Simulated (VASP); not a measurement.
Wanted: the native input for a VASP 6.6.1 run.

- Task: relaxation of cell and atoms
- Functional: PBE
- Dispersion: D3(BJ)
- Potentials or basis: VASP PAW PBE potentials, release 64 (Se, W_sv)
- Cutoff: 600 eV
- k mesh: 12 × 12 × 1
- Occupations: gaussian, width 0.03 eV
- Spin: no spin polarisation
- Further INCAR settings: ALGO = Normal; EDIFF = 1e-07; IBRION = 2; EDIFFG = -0.005; NSW = 90; ISIF = 3

The structure of WSe2 lies in POSCAR:

```
WSe2                                    
1.0
    3.2872502710      0.0000000000      0.0000000000
   -1.6436251355      2.8468422449      0.0000000000
    0.0000000000      0.0000000000     21.3462600000
  Se              W             
     2     1
Direct
     0.3333333300000021    0.6666666699999979    0.4209905796683632
     0.3333333300000021    0.6666666699999979    0.5790094203316367
     0.6666666699999979    0.3333333300000021    0.5000000000000000
```

The input as run:

INCAR

```
SYSTEM = WSe2
PREC = Accurate
ENCUT = 600
EDIFF = 1E-7
ISMEAR = 0
SIGMA = 0.03
LREAL = .False.
LASPH = .True.
NELM = 80
ALGO = Normal
ISIF = 3
LWAVE = .False.
LCHARG = .False.
GGA = PE
IVDW = 12
IBRION = 2
NSW = 90
EDIFFG = -0.005
LATTICE_CONSTRAINTS = .TRUE. .TRUE. .FALSE.
KPAR = 4
```

KPOINTS

```
regular mesh
0
Gamma
  12 12 1
  0 0 0
```

Potentials or basis: VASP PAW PBE potentials, release 64 (Se, W_sv).

The run is started by

```console
$ cat potpaw_PBE.64/Se/POTCAR potpaw_PBE.64/W_sv/POTCAR > POTCAR
$ mpirun -np 4 vasp_std > vasp.out
```

It gave:

```
Band gap on the k mesh     : 1.65 eV, indirect (least direct gap 1.67 eV)
Dispersion energy per atom : -0.337 eV
```

Caveat: the relaxation stopped at its first step, so nothing moved; spin-orbit coupling is left out, which moves the levels of the heavy elements.

Wall time 46 s on 4 MPI ranks on Intel(R) Xeon(R) 6975P-C (Granite Rapids) (shared host), peak memory 0.44 GiB a rank.
